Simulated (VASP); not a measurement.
Write the native input for VASP 6.6.1 that does the following.

| Item | Value |
| --- | --- |
| Task | relaxation of cell and atoms |
| Functional | r2SCAN |
| Potentials or basis | VASP PAW PBE potentials, release 64 (Sb) |
| Cutoff | 600 eV |
| k mesh | 10 × 10 × 10 |
| Occupations | methfessel-paxton, width 0.1 eV |
| Spin | no spin polarisation |
| Target pressure | 6.4 GPa |
| Further INCAR settings | ALGO = Normal; EDIFF = 1e-06; IBRION = 2; EDIFFG = -0.01; NSW = 90; ISIF = 3 |
| Target pressure | 6.4 GPa |

The structure of Sb lies in POSCAR:

```
Sb
1.0
    2.1542000000      1.2437279499      3.7580000000
   -2.1542000000      1.2437279499      3.7580000000
    0.0000000000     -2.4874558998      3.7580000000
Sb
2
Direct
    0.2334900000      0.2334900000      0.2334900000
    0.7665100000      0.7665100000      0.7665100000
```

The input as run:

INCAR

```
ALGO = Normal
EDIFF = 1E-6
EDIFFG = -0.01
ENCUT = 600
IBRION = 2
ISIF = 3
ISMEAR = 1
LASPH = T
LCHARG = F
LMIXTAU = T
LREAL = F
LWAVE = F
METAGGA = R2SCAN
NELM = 80
NSW = 90
PREC = Accurate
PSTRESS = 64.0
SIGMA = 0.1
```

KPOINTS

```
k-points
0
Gamma
  10 10 10
```

Potentials or basis: VASP PAW PBE potentials, release 64 (Sb).

The run is started by

```console
$ cat potpaw_PBE.64/Sb/POTCAR > POTCAR
$ mpirun -np 1 vasp_std > vasp.out
```

It gave:

```yaml
Relaxed_volume: 27.61 Å³/atom
Relaxed_cell: a = 4.305 Å, b = 4.305 Å, c = 4.305 Å, α = 59.08°, β = 59.08°, γ = 59.08°
Space_group_after_relaxing_to_0.05_Å: R-3m (No. 166)
Energy_change_on_relaxing_the_enthalpy_is_what_falls: +61.5 meV/atom
Ionic_steps: 14
Pressure_after_relaxing: 6.4 GPa
Largest_force_after_relaxing: 0.008 eV/Å
Band_gap_on_the_k_mesh: none (metal or under the smearing width)
```

Caveat: the cell is relaxed towards a set pressure, so the enthalpy falls and the energy may rise; the PAW data sets were made with another functional, which shifts forces and pressure a little.

Run time: 12 min on 1 thread of Intel(R) Xeon(R) 6975P-C (Granite Rapids), with other jobs on the host, peak memory 0.27 GiB.
